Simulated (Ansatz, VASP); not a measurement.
**BP: VASP beside Ansatz**

One calculation is typed for both programs; each brings its own data sets and cutoff. How far apart do they land? The cell is taken from a series of runs on this material, whose earlier steps may have relaxed or scaled it; both programs get it as it stands.

Calculated with Ansatz 0.2.0; plane waves, with VASP 6.6.1 beside it; single point at LDA and single point at PBEsol.

### Step 1. The structure

Symmetry: F-43m, No. 216, cubic system. The conventional cell has a = 4.467 Å, b = 4.467 Å, c = 4.467 Å, α = 90.00°, β = 90.00°, γ = 90.00°. P has 4 B at 1.93 Å nearest. Nearest to B lie 4 P at 1.93 Å. Farther neighbours are not listed.

### Step 2. Ansatz: single point, LDA

Ansatz runs on its default PAW (the set named soft_2) files.

With cell and atoms fixed, the geometry can't cause a difference; cores, projectors, grids and the points listed under the comparison can.

File input.yaml:

```yaml
crystal:
  lattice:
    - [0.0, 2.23373687, 2.23373687]
    - [2.23373687, 0.0, 2.23373687]
    - [2.23373687, 2.23373687, 0.0]
  atoms:
    - { symbol: P, position: [0.75, 0.75, 0.75] }
    - { symbol: B, position: [0.0, 0.0, 0.0] }
hamiltonian:
  xc: lda
  pseudopotentials: { kind: paw }
kpoints:
  mp_grid: { grid: [8, 8, 8] }
scf:
  occupations: { method: gaussian, width: 0.03 }
  n_extra_bands: 4
output:
  forces: true
  stress: true
  eigenvalues: true
```

Command:

```sh
$ ansatz run input.yaml --threads 2 --pin off --max-ram 4608MiB --backend cpu --events-out ev --progress --plain --runs-dir out
```

Numbers of over 12 decimals in the logs are rounded to 6 here.

Log:

```text
scf.n_extra_bands = 4 over 4 filled bands (N_el = 8.0): the run solves 8 bands
Engine: ansatz 0.2.0, aarch64-unknown-linux-gnu
Pseudopotentials: kind: paw
Pseudopotential: P, paw, valence charge 5, recommended cutoff 420 eV (normal), P.paw.azcp
Pseudopotential: B, paw, valence charge 3, recommended cutoff 420 eV (normal), B.paw.azcp
Functional definition: SPW92
  exchange = slater_x
  correlation = pw_c
Crystal: 2 atoms, lattice volume = 22.291 Å³
Basis set: ecut = 420 eV, 411 PW (Γ)
Bands: 8, of which v1, the nominal top of the filled ones, is band 4 counted from 1 (3 counted from 0)
Symmetry: 24 space group operations
Space group: F-43m (ITA 216), of the structure as read, at distance tolerance 2.8e-5 Å
k-points: 29 of 512 (time reversal used)
Non-local potential: P, projectors of the file, l = 0: 2, l = 1: 2, l = 2: 2
Non-local potential: B, projectors of the file, l = 0: 2, l = 1: 2, l = 2: 1
PAW form: soft (Blöchl's): semilocal exchange-correlation on the pseudo side does not see the compensation charge
PAW frozen core: P, regenerated for the run's functional, and the local potential with it (the file was generated under x = pbe(κ = 0.804, μ = 0.219515), c = pbe(β = 0.066725))
PAW frozen core: B, regenerated for the run's functional, and the local potential with it (the file was generated under x = pbe(κ = 0.804, μ = 0.219515), c = pbe(β = 0.066725))
PAW one-centre angular grid: P, 110 points (default); XC on 64 Gauss nodes
PAW one-centre angular grid: B, 110 points (default); XC on 64 Gauss nodes
Initial density: superposition of atomic densities (neutral atoms: chi_scale 0, normalization atom), corrected by the library's trained network
Initial wavefunctions: pseudopotential atomic-orbital guess
Functional: x = slater, c = lda
SCF iter   1: F=—  HF=-876.633727 eV  |F-HF|=—  |Δ(HF+E_count)|=         —  Δρ=5.37e-3  dr2=4.80e-3  ethr=1.77e-3  ⟨swp⟩=6.3  Hψ=2156  notcnv=0
preconditioner: auto → none  [insulator: Δε(μ)=1.157 eV  Ē_g=13.060 eV  σ=0.030 eV  W_gap=1.00  n_scr=0 (ndim 8)  ℏωp=22.2 eV  f_vac=0.000  D(μ)=0.00/eV (n_scr^D=0)  ε∞_Penn≈3.9]
SCF iter   2: F=—  HF=-876.632878 eV  |F-HF|=—  |Δ(HF+E_count)|=   8.50e-4  Δρ=2.40e-3  dr2=7.59e-4  ethr=6.01e-5  ⟨swp⟩=2.4  Hψ=624  notcnv=0
SCF iter   3: F=—  HF=-876.632711 eV  |F-HF|=—  |Δ(HF+E_count)|=   1.67e-4  Δρ=1.06e-3  dr2=1.16e-4  ethr=9.49e-6  ⟨swp⟩=2.1  Hψ=326  notcnv=0
SCF iter   4: F=—  HF=-876.632696 eV  |F-HF|=—  |Δ(HF+E_count)|=   1.49e-5  Δρ=3.77e-4  dr2=1.66e-5  ethr=1.44e-6  ⟨swp⟩=1.0  Hψ=232  notcnv=0
SCF iter   5: F=—  HF=-876.632693 eV  |F-HF|=—  |Δ(HF+E_count)|=   2.81e-6  Δρ=6.97e-5  dr2=7.56e-7  ethr=2.08e-7  ⟨swp⟩=1.1  Hψ=238  notcnv=0
SCF iter   6: F=-876.632693 eV  HF=-876.632693 eV  |F-HF|=1.10e-8  |Δ(HF+E_count)|=   1.03e-7  Δρ=8.03e-6  dr2=1.60e-8  ethr=1.25e-9  ⟨swp⟩=6.8  Hψ=1310  notcnv=0
SCF 1 converged in 6 iterations: F = -876.632693 eV  dr2 = 1.60e-8
  greatest PAW one-centre occupation: 0.772 electrons in one spin orbital (limit 2), on the P atom at site 0 (counted from 0), in its partial waves of l = 0
SCF converged after 6 iterations
Free energy (F): -876.632693 eV
Harris-Foulkes:  -876.632693 eV  (|F-HF|=1.10e-8)
Internal energy: -876.632693 eV  (E = F + TS)
E sigma→0 (E₀):  -876.632693 eV
Fermi energy:    10.288740 eV
--- Per-component energies (eV) ---
  E_band       = 24.483604
  E_kinetic    = 124.453589
  E_local      = -66.838205  (includes V_loc(G=0)·N_el)
  E_nonlocal   = 47.233220
  E_hartree    = 16.404502
  E_xc         = -95.229770
  E_vxc        = -101.603972  (∫ρ·V_xc dr)
  E_paw        = -612.820754  (= ΣΔE_a)
  E_vpaw       = -11.570197  (= ΣTr[D̂ρ^β])
  E_aug_tail   = -0.000000  (compensation charges beyond the density's cutoff)
  E_ewald      = -289.998461
  E_core_change = 0.163186  (= ΣΔE_core)
  E_smearing   = -0.000000  (= −TS)
  E_closure    = -0.000000  (closes the sum)
  Σ components = -876.632693   (vs F -876.632693, Δ=0.00e0)
--- Forces (eV/Å), atoms counted from 1 ---
  atom   1  P      0.00000000    -0.00000000    -0.00000000
  atom   2  B     -0.00000000     0.00000000     0.00000000
  max |Σ_I F_I| component: 3.89e-16 eV/Å
--- Stress (GPa, compression-positive) ---
        2.802276      -0.000000      -0.000000
        0.000000       2.802276       0.000000
       -0.000000       0.000000       2.802276
  P = ⅓ Tr σ = 2.8023 GPa (28.023 kbar)
--- Band table (eV; the first three rows and the last of 29) ---
  k-point 0: bands = ["-6.1110", "9.7054", "9.7054", "9.7054", "13.1574", "13.1574", "13.1574", "17.7812"]
  k-point 1: bands = ["-5.8195", "7.8157", "9.2626", "9.2626", "13.7413", "13.7669", "13.7669", "18.4676"]
  k-point 2: bands = ["-4.9624", "4.7412", "8.5552", "8.5552", "13.9039", "14.5313", "14.5313", "19.6109"]
  k-point 28: bands = ["-0.7166", "1.5774", "3.7460", "3.9428", "14.9308", "16.4684", "17.1477", "17.4187"]
```

Reading the cycles: dr2 is the Hartree energy of the density residual (eV), the measure of convergence; HF is the Harris–Foulkes estimate of the energy, which meets the free energy F at convergence.

The run ends at a pressure of 2.80 GPa.

### Step 3. VASP: single point, LDA

The same cell, functional (in two slightly different forms), mesh and smearing now go to VASP, with its own data sets and cutoff.

Lines of VASP's logs that name or quote its potential files are left out, and so is its time.

File INCAR:

```
SYSTEM = BP
PREC = Accurate
ENCUT = 420
EDIFF = 1E-06
NELM = 100
ISMEAR = 0
SIGMA = 0.03
LREAL = .FALSE.
ALGO = Normal
GGA = CA
NBANDS = 10
LORBIT = 11
LWAVE = .FALSE.
LCHARG = .FALSE.
KPAR = 2
ISIF = 2
```

File POSCAR:

```
BP
1.0
    0.0000000000      2.2337368700      2.2337368700
    2.2337368700      0.0000000000      2.2337368700
    2.2337368700      2.2337368700      0.0000000000
P B
1 1
Direct
    0.7500000000      0.7500000000      0.7500000000
    0.0000000000      0.0000000000      0.0000000000
```

File KPOINTS:

```
Automatic mesh
0
Gamma
8 8 8
0 0 0
```

Potentials, in the order of the species: P_GW and B_GW (LDA family, release 64).

Command:

```sh
$ mpirun -np 2 vasp_std
```

Log:

```text
[banner, memory and clock lines left out]
running    2 mpi-ranks, on    1 nodes
 distrk:  each k-point on    1 cores,    2 groups
 distr:  one band on    1 cores,    1 groups

 POSCAR found type information on POSCAR P B
 POSCAR found :  2 types and       2 ions
 LDA part: xc-table for (Slater(with rela. corr.)+CA(PZ))
 , standard interpolation
 POSCAR, INCAR and KPOINTS ok, starting setup
 FFT: planning ... GRIDC
 FFT: planning ... GRID_SOFT
 FFT: planning ... GRID
 WAVECAR not read
 entering main loop
       N       E                     dE             d eps       ncg     rms          rms(c)
DAV:   1     0.115309340456E+02    0.11531E+02   -0.38792E+03   580   0.684E+02
DAV:   2    -0.146882524905E+02   -0.26219E+02   -0.24549E+02   970   0.151E+02
DAV:   3    -0.153523256299E+02   -0.66407E+00   -0.66291E+00   766   0.210E+01
DAV:   4    -0.153596434918E+02   -0.73179E-02   -0.73155E-02   874   0.253E+00
DAV:   5    -0.153597334784E+02   -0.89987E-04   -0.89982E-04   754   0.221E-01    0.488E+00
DAV:   6    -0.145286042168E+02    0.83113E+00   -0.19575E+00   896   0.807E+00    0.213E+00
DAV:   7    -0.144003605787E+02    0.12824E+00   -0.29328E-01   862   0.320E+00    0.768E-01
DAV:   8    -0.143849412219E+02    0.15419E-01   -0.39164E-02   802   0.122E+00    0.987E-02
DAV:   9    -0.143849735425E+02   -0.32321E-04   -0.70354E-04   716   0.224E-01    0.478E-02
DAV:  10    -0.143849883833E+02   -0.14841E-04   -0.92848E-05   768   0.828E-02    0.843E-03
DAV:  11    -0.143849869316E+02    0.14517E-05   -0.81225E-06   804   0.196E-02    0.352E-03
DAV:  12    -0.143849867998E+02    0.13179E-06   -0.60938E-07   436   0.629E-03
   1 F= -.14384987E+02 E0= -.14384987E+02  d E =-.243067E-11
```

From OUTCAR (step 3):

```text
ion  position               nearest neighbor table
   1  0.750  0.750  0.750-   2 1.93   2 1.93   2 1.93   2 1.93
   2  0.000  0.000  0.000-   1 1.93   1 1.93   1 1.93   1 1.93

  LATTYP: Found a face centered cubic cell.
 ALAT       =     4.4674737400

 Subroutine GETGRP returns: Found 24 space group operations
 (whereof 24 operations were pure point group operations)

The static configuration has the point symmetry T_d .

 Found     29 irreducible k-points:

   k-points           NKPTS =     29   k-points in BZ     NKDIM =     29   number of bands    NBANDS=     10

   dimension x,y,z NGX =    24 NGY =   24 NGZ =   24
   dimension x,y,z NGXF=    48 NGYF=   48 NGZF=   48

   ENCUT  =  420.0 eV  30.87 Ry    5.56 a.u.   5.28  5.28  5.28*2*pi/ulx,y,z

   NELECT =       8.0000    total number of electrons

 k-points in reciprocal lattice and weights: Automatic mesh
   0.00000000  0.00000000  0.00000000       0.002
   0.12500000  0.00000000  0.00000000       0.016
   0.25000000  0.00000000  0.00000000       0.016
   0.37500000  0.00000000  0.00000000       0.016
   0.50000000  0.00000000  0.00000000       0.008
   0.12500000  0.12500000  0.00000000       0.012
   0.25000000  0.12500000  0.00000000       0.047
   0.37500000  0.12500000  0.00000000       0.047
   0.50000000  0.12500000  0.00000000       0.047
[...]
-0.37500000  0.50000000  0.12500000       0.023
  -0.25000000  0.50000000  0.25000000       0.012

 average (electrostatic) potential at core
       1 -72.3262       2 -29.7348

 E-fermi :   7.7288

 k-point     1 :       0.0000    0.0000    0.0000
  band No.  band energies     occupation
      1      -8.2087      2.00000
      2       7.6032      2.00000
      3       7.6032      2.00000
      4       7.6032      2.00000
      5      11.0570      0.00000
      6      11.0570      0.00000
      7      11.0570      0.00000
      8      15.7025      0.00000
      9      19.2142      0.00000
    ...

 k-point     2 :       0.1250    0.0000    0.0000
  band No.  band energies     occupation
      1      -7.9170      2.00000
      2       5.7144      2.00000
      3       7.1609      2.00000
      4       7.1609      2.00000
      5      11.6437      0.00000
      6      11.6670      0.00000
      7      11.6670      0.00000
      8      16.3865      0.00000
      9      18.8386      0.00000
    ...

 k-point     3 :       0.2500    0.0000    0.0000
  band No.  band energies     occupation
      1      -7.0591      2.00000
      2       2.6403      2.00000
      3       6.4538      2.00000
      4       6.4538      2.00000
      5      11.8100      0.00000
      6      12.4310      0.00000
      7      12.4310      0.00000
      8      17.5260      0.00000
      9      18.5810      0.00000
    ...

  Total        0.4075834      0.4075834      0.4075834      0.0000000      0.0000000      0.0000000
  in kB       29.2955058     29.2955058     29.2955058      0.0000000      0.0000000      0.0000000
  external PRESSURE =      29.2955058 kB  Pullay stress =       0.0000000 kB

  energy-cutoff  :      420.00
  volume of cell :       22.29
      direct lattice vectors                 reciprocal lattice vectors
     0.000000000  2.233736870  2.233736870    -0.223840152  0.223840152  0.223840152
     2.233736870  0.000000000  2.233736870     0.223840152 -0.223840152  0.223840152
     2.233736870  2.233736870  0.000000000     0.223840152  0.223840152 -0.223840152

 POSITION                                       TOTAL-FORCE (eV/Angst)
 -----------------------------------------------------------------------------------
      3.35061      3.35061      3.35061        -0.000000     -0.000000      0.000000
      0.00000      0.00000      0.00000         0.000000      0.000000     -0.000000
 -----------------------------------------------------------------------------------
    total drift:                               -0.000000     -0.000000     -0.000000

  FREE ENERGIE OF THE ION-ELECTRON SYSTEM (eV)
  ---------------------------------------------------
  free  energy   TOTEN  =       -14.3849867998 eV

  energy  without entropy=      -14.3849867998  energy(sigma->0) =      -14.38498680

 total charge
# of ion       s       p       d       tot
------------------------------------------
    1        1.086   1.809   0.159   3.054
    2        0.639   1.256   0.000   1.896
--------------------------------------------------
tot          1.725   3.065   0.159   4.949

[... 3 further parts left out ...]
```

The run ends at a pressure of 2.93 GPa.

### Step 4. Differences

Known differences besides the PAW data sets themselves: the two LDA forms differ slightly; Ansatz makes its cores anew for this functional, VASP keeps those of its LDA data sets. Total energies have different zeros and are not compared.

Both answers:

```tsv
quantity	Ansatz	VASP	difference
pressure (GPa)	2.80	2.93	-0.13
gap on the k mesh (eV)	1.167	1.168	0.000
```

Ansatz's pressure holds a Pulay correction of 0.18 GPa; VASP's holds none.

### Step 5. Further runs

How far does this hang on the set-up? Further runs change one program's set-up at a time, as the table lists.

```tsv
run	difference in gap on the k mesh (eV)
as above	-4.4e-4
VASP with the data sets P_h and B_h and a cutoff of 910 eV	0.0016
```

### Step 6. Ansatz: single point, PBEsol

A single point gives forces, pressure and levels at one fixed geometry, so differences don't come from the geometry; what else differs is listed under the comparison. The cell compared in this pair holds 23.45 Å³, against 22.29 Å³ for the pair before.

The cell is taken from a series of runs on this material, whose earlier steps may have relaxed or scaled it; both programs get it as it stands.

input.yaml, the sections that differ from step 2:

```yaml
crystal:
  lattice:
    - [0.0, 2.27191697, 2.27191697]
    - [2.27191697, 0.0, 2.27191697]
    - [2.27191697, 2.27191697, 0.0]
  atoms:
    - { symbol: P, position: [0.75, 0.75, 0.75] }
    - { symbol: B, position: [0.0, 0.0, 0.0] }
hamiltonian:
  xc: pbesol
  pseudopotentials: { kind: paw }
kpoints:
  mp_grid: { grid: [12, 12, 12] }
# scf, output: as in step 2
```

Command:

```sh
$ ansatz run input.yaml --threads 2 --pin off --max-ram 4608MiB --backend cpu --events-out ev --progress --plain --runs-dir out
```

Log:

```text
[...]
Crystal: 2 atoms, lattice volume = 23.453 Å³
Basis set: ecut = 420 eV, 459 PW (Γ), exchange–correlation on 48×48×48 points (8 copies of the dense FFT grid, shifted against one another)
Bands: 8, of which v1, the nominal top of the filled ones, is band 4 counted from 1 (3 counted from 0)
[... 1 set-up line as in the run before ...]
[...]
k-points: 72 of 1728 (time reversal used)
[...]
Free energy (F): -893.586415 eV
[...]
Internal energy: -893.586415 eV  (E = F + TS)
E sigma→0 (E₀):  -893.586415 eV
Fermi energy:    9.738102 eV
[...]
--- Stress (GPa, compression-positive) ---
       -2.581692       0.000000      -0.000000
       -0.000000      -2.581692       0.000000
       -0.000000       0.000000      -2.581692
  P = ⅓ Tr σ = -2.5817 GPa (-25.817 kbar)
--- Band table (eV; the first three rows and the last of 72) ---
[...]
[key lines of the parts left out:]
SCF converged after 6 iterations
```

The run ends at a pressure of -2.58 GPa.

### Step 7. VASP: single point, PBEsol

The same cell, functional, mesh and smearing now go to VASP, with its own data sets and cutoff.

Edit INCAR of step 3 so:

```diff
@@ -9,3 +9,3 @@
 ALGO = Normal
-GGA = CA
+GGA = PS
 NBANDS = 10
```

File POSCAR:

```
BP
1.0
    0.0000000000      2.2719169700      2.2719169700
    2.2719169700      0.0000000000      2.2719169700
    2.2719169700      2.2719169700      0.0000000000
P B
1 1
Direct
    0.7500000000      0.7500000000      0.7500000000
    0.0000000000      0.0000000000      0.0000000000
```

File KPOINTS:

```
Automatic mesh
0
Gamma
12 12 12
0 0 0
```

PAW data sets: P_GW and B_GW (PBE family, release 64).

Command:

```sh
$ mpirun -np 2 vasp_std
```

Log:

```text
[banner, memory and clock lines left out]
running    2 mpi-ranks, on    1 nodes
[...]
|                                                                             |
|               ----> ADVICE to this user running VASP <----                  |
|                                                                             |
|     You enforced a specific xc type in the INCAR file but a different       |
|     [... a line on the potential file left out ...]
|     I HOPE YOU KNOW WHAT YOU ARE DOING!                                     |
|                                                                             |

 LDA part: xc-table for (Slater+PW92), standard interpolation
 POSCAR, INCAR and KPOINTS ok, starting setup
[...]
entering main loop
       N       E                     dE             d eps       ncg     rms          rms(c)
DAV:   1     0.116399675576E+02    0.11640E+02   -0.38841E+03  1440   0.695E+02
DAV:   2    -0.136755196008E+02   -0.25315E+02   -0.24178E+02  2312   0.152E+02
DAV:   3    -0.143891913904E+02   -0.71367E+00   -0.71157E+00  1962   0.212E+01
DAV:   4    -0.143992456292E+02   -0.10054E-01   -0.10051E-01  2202   0.268E+00
[...]
DAV:  10    -0.136739217795E+02   -0.52338E-04   -0.99909E-05  1758   0.810E-02    0.976E-03
DAV:  11    -0.136739211472E+02    0.63227E-06   -0.11554E-05  2256   0.234E-02    0.376E-03
DAV:  12    -0.136739215114E+02   -0.36417E-06   -0.79331E-07  1150   0.788E-03
   1 F= -.13673922E+02 E0= -.13673922E+02  d E =-.120836E-13
```

From OUTCAR (step 7):

```text
  Total       -0.3683071     -0.3683071     -0.3683071      0.0000000      0.0000000      0.0000000
  in kB      -25.1601558    -25.1601558    -25.1601558      0.0000000      0.0000000      0.0000000
  external PRESSURE =     -25.1601558 kB  Pullay stress =       0.0000000 kB

 POSITION                                       TOTAL-FORCE (eV/Angst)
 -----------------------------------------------------------------------------------
      3.40788      3.40788      3.40788         0.000000      0.000000      0.000000
      0.00000      0.00000      0.00000        -0.000000     -0.000000     -0.000000
 -----------------------------------------------------------------------------------
    total drift:                               -0.000000     -0.000000     -0.000000

  FREE ENERGIE OF THE ION-ELECTRON SYSTEM (eV)
  ---------------------------------------------------
  free  energy   TOTEN  =       -13.6739215114 eV

  energy  without entropy=      -13.6739215114  energy(sigma->0) =      -13.67392151

[... 3 further parts left out ...]
[key lines of the parts left out:]
E-fermi :   7.1928
```

The run ends at a pressure of -2.52 GPa.

### Step 8. Differences

What differs besides the data sets and the points named for the pairs above, as far as they apply: Ansatz makes its cores anew for this functional, VASP keeps those of its PBE data sets; VASP leaves aspherical gradient terms in its spheres out (LASPH is not set), Ansatz keeps them. Total energies have different zeros and are not compared.

Both answers:

```tsv
quantity	Ansatz	VASP	difference
pressure (GPa)	-2.58	-2.52	-0.07
gap on the k mesh (eV)	1.135	1.131	+0.004
```

Ansatz's pressure holds a Pulay correction of 0.13 GPa; VASP's holds none.

### Step 9. Further runs

How far does this hang on the set-up? Further runs change one program's set-up at a time, as the table lists.

```tsv
run	difference in gap on the k mesh (eV)
as above	0.0035
VASP with the data sets P_h and B_h and a cutoff of 910 eV	0.0012
```

### Step 10. Results

| Item | Value |
| --- | --- |
| difference in gap on the k mesh (single point, LDA) | -4.4e-4 eV |
| difference in gap on the k mesh (single point, PBEsol) | 0.0035 eV |

The difference in gap on the k mesh is 0.0035 eV (single point, PBEsol), within the 0.08 eV picked in this series as the mark of a large difference. For single point, LDA: VASP with the data sets P_h and B_h and a cutoff of 910 eV turns the difference in gap on the k mesh from -4.4e-4 to 0.0016 eV, so VASP's own sets bracket Ansatz's value. For single point, PBEsol: with VASP with the data sets P_h and B_h and a cutoff of 910 eV the difference in gap on the k mesh shrinks in size, from 0.0035 to 0.0012 eV. How closely two codes agree says nothing of how well the functional describes the real material.

[Lines on the potential files, build, host, timing and source positions are cut from VASP's logs without a mark.]

[Logs are printed without paths, hosts, clocks, repeated set-up lines and the standing remarks that a program may print on its own settings, such as how far it seeks lower states.]

[Hosts, paths, dates, database ids (printed as entryN), source tags and the programs' standing remarks are cut or masked in the printed files.]
